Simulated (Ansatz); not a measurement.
Crystal: Y.

```
CELL_PARAMETERS angstrom
0.00000 2.55199 2.55199
2.55199 0.00000 2.55199
2.55199 2.55199 0.00000
ATOMIC_POSITIONS crystal
Y 0.00000 0.00000 0.00000
```

This isn't the form of Y at room conditions, which is hcp.

Program: Ansatz 0.2.0. Alike in all runs: task single point; level LDA+U; potentials or basis all-electron LAPW, scalar-relativistic; no spin polarisation; cell as given; k mesh 9 × 9 × 9; cutoff (eV) 129; smearing fermi-dirac 0.05 eV; basis error allowed 0.001 eV/atom.

**Question.** Order these runs on this cell by their pressure, lowest first.
A. U Y d U = 4 eV
B. U Y d U = 3 eV
C. U Y d U = 5 eV
D. U Y d U = 6 eV
E. U Y d U = 8 eV

**Answer.** B (0.4 GPa), A (2.4 GPa), C (4.4 GPa), D (6.6 GPa), E (13.1 GPa).

Caveats: U is the effective U less J, on atomic orbitals that reach past the spheres; U without spin polarisation on a metal has little footing; the U is typed as a test and isn't derived for this compound.
